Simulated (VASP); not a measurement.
Wanted: the native input for a VASP 6.6.1 run.

```
Task                   : relaxation of cell and atoms
Functional             : PBEsol
Potentials or basis    : VASP PAW PBE potentials, release 64 (Cd, Se)
Cutoff                 : 600 eV
k mesh                 : 10 × 10 × 10
Occupations            : gaussian, width 0.02 eV
Spin                   : no spin polarisation
Dipole correction      : no
Further INCAR settings : ALGO = Normal; EDIFF = 1e-06; IBRION = 2; EDIFFG = -0.005; NSW = 70; ISIF = 3
```

The structure of CdSe lies in POSCAR:

```
CdSe
1.0
    0.0000000000      3.0984146730      3.0984146730
    3.0984146730      0.0000000000      3.0984146730
    3.0984146730      3.0984146730      0.0000000000
Cd Se
1 1
Direct
    0.0000000000      0.0000000000      0.0000000000
    0.7500000000      0.7500000000      0.7500000000
```

Measurements of this composition are mostly on another form, of space group No. 186.

The input as run:

INCAR

```
PREC = Accurate ; ENCUT = 600
EDIFF = 1E-6 ; ISMEAR = 0
SIGMA = 0.02 ; LREAL = F
LASPH = T ; NELM = 100
ALGO = Normal ; ISIF = 3
LWAVE = F ; LCHARG = F
GGA = PS ; IBRION = 2
NSW = 70 ; EDIFFG = -0.005
```

KPOINTS

```
regular mesh
0
Gamma
  10 10 10
```

Potentials or basis: VASP PAW PBE potentials, release 64 (Cd, Se).

The run is started by

```bash
$ cat potpaw_PBE.64/Cd/POTCAR potpaw_PBE.64/Se/POTCAR > POTCAR
$ mpirun -np 1 vasp_std > vasp.out
```

It gave:

- Relaxed volume: 28.27 Å³/atom
- Relaxed cell: a = 4.308 Å, b = 4.308 Å, c = 4.308 Å, α = 60.00°, β = 60.00°, γ = 60.00°
- Space group after relaxing (to 0.05 Å): F-43m (No. 216)
- Energy gained by relaxing: 11.3 meV/atom
- Ionic steps: 3
- Pressure after relaxing: 0.0 GPa
- Band gap on the k mesh: 0.47 eV, direct

Caveat: the PAW data sets were made with another functional, which shifts forces and pressure a little.

Wall time 42 s on 1 thread of Intel(R) Xeon(R) 6975P-C (Granite Rapids), on a shared host, peak memory 0.24 GiB.
